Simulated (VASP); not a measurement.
# BaTiO3 (Pm-3m) in VASP: a series of runs

One crystal, BaTiO3, is run at these levels: LDA; tasks: single point.

All numbers are computed with VASP 6.6.1; they aren't measurements. Logs are shortened: lines on timing, memory, paths and dates and some standing lists are left out, and cuts for length are marked.

### 1 The crystal as given

The structure is cubic, space group Pm-3m (No. 221). Conventional cell: a = 4.006 Å, b = 4.006 Å, c = 4.006 Å, α = 90.00°, β = 90.00°, γ = 90.00°. Ba (site symmetry m-3m) is surrounded by 12 O at 2.83 Å. Ti (site symmetry m-3m) has 6 O at 2.00 Å as nearest neighbours. O (site symmetry 4/mmm) is surrounded by 2 Ti at 2.00 Å.

### 2 Single point, LDA

INCAR

```
PREC = Accurate
ENCUT = 400
EDIFF = 1E-7
ISMEAR = 0
SIGMA = 0.05
LREAL = False
LASPH = True
NELM = 100
ALGO = Normal
ISIF = 2
LWAVE = False
LCHARG = False
GGA = CA
ADDGRID = False
```

KPOINTS

```
Automatic mesh
0
Gamma
  2 2 2
```

POSCAR

```
BaTiO3
1.0
    4.0060000000      0.0000000000      0.0000000000
    0.0000000000      4.0060000000      0.0000000000
    0.0000000000      0.0000000000      4.0060000000
Ba Ti O
1 1 3
Direct
    0.5000000000      0.5000000000      0.5000000000
    0.0000000000      0.0000000000      0.0000000000
    0.0000000000      0.0000000000      0.5000000000
    0.0000000000      0.5000000000      0.0000000000
    0.5000000000      0.0000000000      0.0000000000
```

Potentials or basis: VASP PAW LDA potentials, release 64 (Ba_sv, Ti_sv, O).

On the command line:

```bash
$ cat potpaw_LDA.64/Ba_sv/POTCAR potpaw_LDA.64/Ti_sv/POTCAR potpaw_LDA.64/O/POTCAR > POTCAR
$ mpirun -np 1 vasp_std > vasp.out
```

OUTCAR:

```text
PREC = Accurate
   ENCUT = 400
   EDIFF = 1E-7
   ISMEAR = 0
   LREAL = False
   LASPH = True
   NELM = 100
   ISIF = 2
   GGA = CA

 Found      4 irreducible k-points:

 Following reciprocal coordinates:
            Coordinates               Weight
  0.000000  0.000000  0.000000      1.000000
  0.500000  0.000000  0.000000      3.000000
  0.500000  0.500000  0.000000      3.000000
  0.500000  0.500000  0.500000      1.000000
   k-points           NKPTS =      4   k-points in BZ     NKDIM =      4   number of bands    NBANDS=     24
   number of dos      NEDOS =    301   number of ions     NIONS =      5
   total plane-waves  NPLWV =  21952
   dimension x,y,z NGX =    28 NGY =   28 NGZ =   28
   dimension x,y,z NGXF=    56 NGYF=   56 NGZF=   56
   ions per type =               1   1   3
   NGX,Y,Z   is equivalent  to a cutoff of  11.62, 11.62, 11.62 a.u.
   NGXF,Y,Z  is equivalent  to a cutoff of  23.24, 23.24, 23.24 a.u.
 SYSTEM =  unknown system
   PREC   = accura    normal or accurate (medium, high low for compatibility)
   ISTART =      0    job   : 0-new  1-cont  2-samecut
   ICHARG =      2    charge: 1-file 2-atom 10-const
   ISPIN  =      1    spin polarized calculation?
   LNONCOLLINEAR =      F non collinear calculations
   LSORBIT =      F    spin-orbit coupling
   LASPH  =      T    aspherical Exc in radial PAW
   ENCUT  =  400.0 eV  29.40 Ry    5.42 a.u.   6.53  6.53  6.53*2*pi/ulx,y,z
   NELM   =    100;   NELMIN=  2; NELMDL= -5     # of ELM steps
   EDIFF  = 0.1E-06   stopping-criterion for ELM
   LREAL  =      F    real-space projection
   EDIFFG = 0.1E-05   stopping-criterion for IOM
   NSW    =      0    number of steps for IOM
   IBRION =     -1    ionic relax: 0-MD 1-quasi-New 2-CG
   NFREE  =      0    steps in history (QN), initial steepest desc. (CG)
   ISIF   =      2    stress and relaxation
   ISYM   =      2    0-nonsym 1-usesym 2-fastsym
   POTIM  = 0.5000    time-step for ionic-motion
   TEBEG  =    0.0;   TEEND  =   0.0 temperature during run
   PSTRESS=    0.0 pullay stress
   NELECT =      40.0000    total number of electrons
   NUPDOWN=      -1.0000    fix difference up-down
   EMIN   =  10.00;   EMAX   =-10.00  energy-range for DOS
   EFERMI =   0.00;   METHOD = LEGACY
   ISMEAR =     0;   SIGMA  =   0.05  broadening in eV -4-tet -1-fermi 0-gaus
   EFERMI_NEDOS =   21; number of points for ismear=-14 and -15
   IALGO  =     38    algorithm
   IMIX   =      4    mixing-type and parameters
     AMIX     =   0.40;   BMIX     =  1.00
     AMIX_MAG =   1.60;   BMIX_MAG =  1.00
  volume/ion in A,a.u.               =      12.86        86.77
  Fermi-wavevector in a.u.,A,eV,Ry     =   1.397603  2.641087 26.576187  1.953295
  Thomas-Fermi vector in A             =   2.520843
   LORBIT       =      0    0 simple, 1 ext, 2 COOP (PROOUT), +10 PAW based schemes
   GGA     = CA    functional components
   LHFCALC =     F    Hartree Fock is set to
   AEXX    =    0.0000 exact exchange contribution
   IVDW    =     0    specifies the selected vdW correction
   LEPSILON=     F    determine dielectric tensor
   LRPA    =     F    only Hartree local field effects (RPA)
 non-spin polarized calculation
 Gauss-broadening in eV      SIGMA  =   0.05
  energy-cutoff  :      400.00
  volume of cell :       64.29
 maximum number of plane-waves:      1189
 NGX is ok and might be reduce to    28
   NGX = 13   NGY = 13   NGZ = 13

 number of electron      40.0000034 magnetization

 Free energy of the ion-electron system (eV)
  ---------------------------------------------------
  ext. energy  EPLUGINS =         0.00000000
  ---------------------------------------------------
  free energy    TOTEN  =       -43.34943797 eV

  energy without entropy =      -43.34943797  energy(sigma->0) =      -43.34943797

 E-fermi :   3.9138     XC(G=0): -11.7233

 val. band max:        3.6248832614   @ k =   0.5000   0.5000   0.5000
 cond. band min:       4.8890814935   @ k =   0.0000   0.0000   0.0000
 fundamental gap:      1.2641982321
 Fermi energy:         3.9137696869

 k-point     1 :       0.0000    0.0000    0.0000
  band No.  band energies     occupation
      1     -52.7811      2.00000
      2     -29.3820      2.00000
      3     -29.3820      2.00000
      4     -29.3820      2.00000
      5     -21.1295      2.00000
      6     -12.9725      2.00000
[... 16 lines left out ...]
     23       4.8891      0.00000
     24       7.1070      0.00000

 k-point     2 :       0.5000    0.0000    0.0000
  band No.  band energies     occupation
      1     -52.7797      2.00000
      2     -29.4314      2.00000
      3     -29.3800      2.00000
      4     -29.3800      2.00000
      5     -21.0086      2.00000
      6     -13.2293      2.00000
[... 16 lines left out ...]
     23       6.7223      0.00000
     24       7.1159      0.00000

 k-point     3 :       0.5000    0.5000    0.0000
  band No.  band energies     occupation
      1     -52.7788      2.00000
      2     -29.4281      2.00000
      3     -29.4281      2.00000
      4     -29.3781      2.00000
      5     -20.9302      2.00000
      6     -12.5992      2.00000
[... 16 lines left out ...]
     23       7.0969      0.00000
     24       8.0009      0.00000

 k-point     4 :       0.5000    0.5000    0.5000
  band No.  band energies     occupation
      1     -52.7766      2.00000
      2     -29.4255      2.00000
      3     -29.4255      2.00000
      4     -29.4255      2.00000
      5     -20.8613      2.00000
      6     -12.0206      2.00000
[... 16 lines left out ...]
     23       7.3882      0.00000
     24      10.1724      0.00000

------------------------ aborting loop because EDIFF is reached ----------------------------------------

  FORCE on cell =-STRESS in cart. coord.  units (eV):
  Direction    XX          YY          ZZ          XY          YZ          ZX
  --------------------------------------------------------------------------------------
  -------------------------------------------------------------------------------------
  Total       -3.7880862     -3.7880862     -3.7880862      0.0000000      0.0000000     -0.0000000
  in kB      -94.4055671    -94.4055671    -94.4055671      0.0000000      0.0000000     -0.0000000
  external PRESSURE =     -94.4055671 kB  Pullay stress =       0.0000000 kB

 VOLUME and BASIS-vectors are now :
 -----------------------------------------------------------------------------
  energy-cutoff  :      400.00
  volume of cell :       64.29
      direct lattice vectors                 reciprocal lattice vectors
     4.006000000  0.000000000  0.000000000     0.249625562  0.000000000  0.000000000
     0.000000000  4.006000000  0.000000000     0.000000000  0.249625562  0.000000000
     0.000000000  0.000000000  4.006000000     0.000000000  0.000000000  0.249625562

 POSITION                                       TOTAL-FORCE (eV/Angst)
 -----------------------------------------------------------------------------------
      2.00300      2.00300      2.00300         0.000000      0.000000      0.000000
      0.00000      0.00000      0.00000         0.000000      0.000000      0.000000
      0.00000      0.00000      2.00300         0.000000      0.000000      0.000000
      0.00000      2.00300      0.00000         0.000000      0.000000      0.000000
      2.00300      0.00000      0.00000         0.000000      0.000000      0.000000
 -----------------------------------------------------------------------------------
    total drift:                                0.000000      0.000000     -0.000000

  FREE ENERGIE OF THE ION-ELECTRON SYSTEM (eV)
  ---------------------------------------------------
  free  energy   TOTEN  =       -43.3494379741 eV

  energy  without entropy=      -43.3494379741  energy(sigma->0) =      -43.34943797
```

Run time: 7.1 s. Hardware: 1 thread of AMD EPYC 7R13 (Zen 3), shared host; peak memory 0.11 GiB.

These settings aren't checked as converged: the numbers below hold their error.

Results:

```
Free energy            : -43.3494 eV
Band gap on the k mesh : 1.26 eV, indirect (least direct gap 1.42 eV)
```

Caveat: the k mesh is coarse (spacing up to 0.78 Å⁻¹), so the values aren't converged; the cutoff is under 1.25 times the usual one of these potentials, so pressure, stress and relaxed cells hold a basis-set (Pulay) error; spin-orbit coupling is left out, which moves the levels of the heavy elements.

### 3 Single point, LDA

INCAR is that of step 2.

KPOINTS is that of step 2.

POSCAR

```
BaTiO3
1.0
    4.0060000000      0.0000000000      0.0000000000
    0.0000000000      4.0060000000      0.0000000000
    0.0000000000      0.0000000000      4.0060000000
Ba Ti O
1 1 3
Direct
    0.4701120000      0.5031600000      0.5056990000
   -0.0202070000      0.0016430000     -0.0204470000
   -0.0270160000     -0.0188640000      0.5097340000
   -0.0003670000      0.4971430000     -0.0056670000
    0.4958670000     -0.0087980000      0.0064420000
```

Potentials or basis: VASP PAW LDA potentials, release 64 (Ba_sv, Ti_sv, O).

On the command line:

```bash
$ cat potpaw_LDA.64/Ba_sv/POTCAR potpaw_LDA.64/Ti_sv/POTCAR potpaw_LDA.64/O/POTCAR > POTCAR
$ mpirun -np 1 vasp_std > vasp.out
```

Run time: 11 s. Hardware: 1 thread of AMD EPYC 7R13 (Zen 3), shared host; peak memory 0.11 GiB.

These settings aren't checked as converged: the numbers below hold their error.

Results:

```yaml
Free_energy: -43.4980 eV
Largest_force: 2.197 eV/Å
Band_gap_on_the_k_mesh: 1.59 eV, indirect (least direct gap 1.89 eV)
```

Caveat: the k mesh is coarse (spacing up to 0.78 Å⁻¹), so the values aren't converged; the cutoff is under 1.25 times the usual one of these potentials, so pressure, stress and relaxed cells hold a basis-set (Pulay) error; spin-orbit coupling is left out, which moves the levels of the heavy elements.

### 4 The reference run

An earlier run on the cell as given: functional PBEsol; potentials or basis VASP PAW PBE potentials, release 64 (Ba_sv, Ti_sv, O); cutoff 520 eV; k mesh 7 × 7 × 7; occupations fermi-dirac, width 0.05 eV; no spin polarisation.

* Pressure: -2.8 GPa
* Band gap on the k mesh: 1.76 eV, indirect (least direct gap 1.84 eV)
